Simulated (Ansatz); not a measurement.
The system is SnO2.

```
Sn O
1.0
     1.61709    0.93363    4.80059
    -1.61709    0.93363    4.80059
     0.00000   -1.86726    4.80059
Sn O
1 2
Direct
  0.50000 0.50000 0.50000
  0.76283 0.76283 0.76283
  0.23717 0.23717 0.23717
```

Measurements of this composition are mostly on another form, of space group No. 136.

Program: Ansatz 0.2.0. Alike in all runs: task band structure; potentials or basis Ansatz PAW; no spin polarisation; cell as given; k mesh 5 × 5 × 5; smearing fermi-dirac 0.05 eV; the mesh is coarse, so values aren't converged.

Question: Order these runs on this cell by their pressure, lowest first.
A. level B3LYP; cutoff (eV) 420
B. level r2SCAN50; cutoff (eV) 500
C. level HSE06; cutoff (eV) 420
D. level r2SCAN0; cutoff (eV) 500

Answer: B (-17.5 GPa), D (-12.6 GPa), C (-8.7 GPa), A (-4.0 GPa).

Caveats: all runs use coarse meshes; the PAW data sets come from PBE, with cores solved anew for the run's functional, which leaves a small shift of forces and pressure; the thresholds are loose for stress; so large a pressure means that the cell lies far from this level's equilibrium, or that cutoff or potentials fall short (some runs).
